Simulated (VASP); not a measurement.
Runs of VASP 6.6.1 on PtS2. Symmetry: C2/m, No. 12, monoclinic system. Conventional cell: a = 6.233 Å, b = 3.821 Å, c = 4.395 Å, α = 90.00°, β = 90.04°, γ = 90.00°. Pt (site symmetry 2/m) is surrounded by 6 S at 2.32 to 2.58 Å. Around S (site symmetry m) lie 3 Pt at 2.32 to 2.58 Å. The cell was built by a generator and isn't the measured one.

```csv
spin,U,fixed moment (μB),gap on the mesh (eV),pressure (GPa),moment (μB),largest force (eV/Å)
"collinear, random start",Pt d U = 3 eV,-,none,-13.6,0.00,1.46
"collinear, random start",Pt d U = 5 eV,-,none,(b),0.00,1.39
"collinear, ferromagnetic start",Pt d U = 3 eV,2,-,-7.1,2.00,0.68
"collinear, ferromagnetic start",Pt d U = 5 eV,1,-,-12.7,1.00,(a)
"collinear, ferromagnetic start",Pt d U = 3 eV,-,none,-13.6,0.00,1.46
```

Alike in all rows: task single point; level LDA+U; potentials or basis VASP PAW LDA potentials, release 64 (Pt, S); cell as given; k mesh 6 × 6 × 4; cutoff (eV) 520; smearing gaussian 0.05 eV.

Task: Fill in the values left out.

Result: (a) 1.11; (b) -14.8.

Caveats: forces of over 1 eV/Å show positions far from the minimum, so gaps and moduli don't describe the material at rest (some runs); the total moment is fixed, so each spin has its own Fermi level (some runs); the moment is held away from its start (some runs).

A k mesh can miss the band edges, and the runs leave out spin-orbit coupling on Pt.

A gap of «none» marks a metal or a gap under the smearing width.
